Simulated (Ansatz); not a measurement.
**Sb in Ansatz: the effect of functional**

The system is Sb.

```
CELL_PARAMETERS angstrom
3.28605 0.00000 0.00000
-1.64303 2.84581 0.00000
0.00000 0.00000 5.35849
ATOMIC_POSITIONS crystal
Sb 0.66667 0.33333 0.75000
Sb 0.33333 0.66667 0.25000
```

This isn't the form of Sb at room conditions, which is rhombohedral.

The cell isn't the ideal one: volume scaled by 0.94.

Alike in all runs:

```yaml
Program: Ansatz 0.2.0
Task: single point
Potentials_or_basis: Ansatz PAW
k_mesh: 9 × 9 × 5
Occupations: fermi-dirac, width 0.05 eV
Spin: no spin polarisation
```

```tsv
functional	cutoff	pressure (GPa)
LDA	420 eV (not typed: the program's choice for these potentials)	1.4
PBEsol	420 eV (not typed: the program's choice for these potentials)	?
r2SCAN	500 eV (not typed: the program's choice for these potentials)	5.3
```

What does the run with functional PBEsol give?

Pressure 2.7 GPa.

Caveats: the PAW data sets come from PBE, with cores solved anew for the run's functional, which leaves a small shift of forces and pressure.
